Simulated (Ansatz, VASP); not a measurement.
# Si in VASP and in Ansatz

```
Si
1.0
     0.00000    2.70097    2.70097
     2.70097    0.00000    2.70097
     2.70097    2.70097    0.00000
Si
2
Direct
  0.00000 0.00000 0.00000
  0.25000 0.25000 0.25000
```

Alike in both runs: functional LDA; k mesh 10 × 10 × 10; occupations gaussian, width 0.02 eV; no spin polarisation.

Ansatz relaxed the structure, and its values are those at the end. VASP's run is a single point on that final structure, the one shown.

|  | VASP | Ansatz |
| --- | --- | --- |
| version | VASP 6.6.1 | Ansatz 0.2.0 |
| potentials or method | VASP PAW LDA potentials, release 64 (Si) | scalar-relativistic, plane waves, PAW |
| plane-wave cutoff (eV) | 520 | 420 |
| valence electrons in the cell | 8 | 8 |

```csv
,VASP,Ansatz,Ansatz less VASP
gap on the k mesh at the Fermi level (eV),0.45,0.45,+0.002
least direct gap on the mesh (eV),2.53,2.53,+0.002
pressure (GPa),0.0,0.0,-0.04
```

A k mesh can miss the band edges. A hybrid or GW would open this gap; LDA tends to underestimate it.
